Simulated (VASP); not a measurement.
Write the native input for VASP 6.6.1 that does the following.

- Task: relaxation of the atoms
- Functional: PBE
- Dispersion: D3(BJ)
- Potentials or basis: VASP PAW PBE potentials, release 64 (Si, C)
- Cutoff: 600 eV
- k mesh: 10 × 10 × 10
- Occupations: gaussian, width 0.03 eV
- Spin: no spin polarisation
- Further INCAR settings: ALGO = Normal; EDIFF = 1e-07; IBRION = 2; EDIFFG = -0.01; NSW = 40

The structure of SiC (Moissanite 3C) lies in POSCAR:

```
SiC                                     
1.0
    0.0000000000      2.1292750106      2.1292750106
    2.1292750106      0.0000000000      2.1292750106
    2.1292750106      2.1292750106      0.0000000000
  Si              C             
     1     1
Direct
     0.0000000000000000    0.0000000000000000    0.0000000000000000
     0.2500000000000000    0.2500000000000000    0.2500000000000000
```

The cell isn't the ideal one: a relaxed cell with its volume scaled by 0.94.

These files were run (other wordings do the same):

INCAR

```
ALGO = Normal
EDIFF = 1E-7
EDIFFG = -0.01
ENCUT = 600
GGA = PE
IBRION = 2
ISIF = 2
ISMEAR = 0
IVDW = 12
LASPH = T
LCHARG = F
LREAL = F
LWAVE = F
NELM = 80
NSW = 40
PREC = Accurate
SIGMA = 0.03
```

KPOINTS

```
k-points
0
Gamma
  10 10 10
```

Potentials or basis: VASP PAW PBE potentials, release 64 (Si, C).

Launch:

```bash
$ cat potpaw_PBE.64/Si/POTCAR potpaw_PBE.64/C/POTCAR > POTCAR
$ mpirun -np 1 vasp_std > vasp.out
```

It gave:

```yaml
Pressure_after_relaxing: 15.5 GPa
Band_gap_on_the_k_mesh: 1.29 eV, indirect (least direct gap 4.61 eV)
Dispersion_energy_per_atom: -0.323 eV
```

Caveat: the relaxation stopped at its first step, so nothing moved.

It used 4.8 s of CPU time on 1 thread of Intel(R) Xeon(R) Platinum 8488C (Sapphire Rapids) (shared host), which was overloaded at the time.
